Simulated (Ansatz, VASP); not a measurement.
TaN in VASP and in Ansatz

File INCAR:

```
SYSTEM = TaN
  PREC = Accurate
  ENCUT = 520
  EDIFF = 1E-6
  ISMEAR = 0
  SIGMA = 0.05
  LREAL = .False.
  LASPH = .True.
  NELM = 100
  ALGO = Normal
  ISIF = 2
  LWAVE = .False.
  LCHARG = .True.
  GGA = CA
  LELF = .True.
  LVHAR = .True.
  NBANDS = 15
```

KPOINTS

```
regular mesh
0
Gamma
  10 10 10
  0 0 0
```

The input POSCAR:

```
TaN
1.0
    0.0000000000      2.2113230000      2.2113230000
    2.2113230000      0.0000000000      2.2113230000
    2.2113230000      2.2113230000      0.0000000000
Ta N
1 1
Direct
    0.5000000000      0.5000000000      0.5000000000
    0.0000000000      0.0000000000      0.0000000000
```

File input.yaml:

```yaml
crystal:
  lattice:
    - [0.0, 2.211323, 2.211323]
    - [2.211323, 0.0, 2.211323]
    - [2.211323, 2.211323, 0.0]
  atoms:
    - { symbol: Ta, position: [0.5, 0.5, 0.5] }
    - { symbol: "N", position: [0.0, 0.0, 0.0] }
kpoints:
  mp_grid: { grid: [10, 10, 10] }
scf:
  occupations: { method: gaussian, width: 0.05 }
hamiltonian:
  xc: lda
  pseudopotentials: { kind: all_electron, lapw: { basis_error: 0.001 } }
output:
  forces: true
  stress: true
  eigenvalues: true
```

The cell comes from a database or a generator and needn't be the stable form of this composition.

Alike in both runs: task single point; functional LDA; k mesh 10 × 10 × 10; occupations gaussian, width 0.05 eV; no spin polarisation.

|  | VASP | Ansatz |
| --- | --- | --- |
| version | VASP 6.6.1 | Ansatz 0.2.0 |
| potentials or method | VASP PAW LDA potentials, release 64 (Ta_pv, N) | all-electron LAPW, scalar-relativistic |
| plane-wave cutoff (eV) | 520 | see its input |

```tsv
	VASP	Ansatz	Ansatz less VASP
gap on the k mesh at the Fermi level (eV)	none	none	-
pressure (GPa)	-15.5	-17.1	-1.62
```

A gap of «none» marks a metal or a gap that the smearing closes. Ansatz ran all-electron here, so the differences hold the error of VASP's frozen core and of both bases.

Caveats: so large a pressure means that the cell lies far from this level's equilibrium, or that cutoff or potentials fall short. The runs have no spin-orbit coupling, so splittings on Ta are missing.
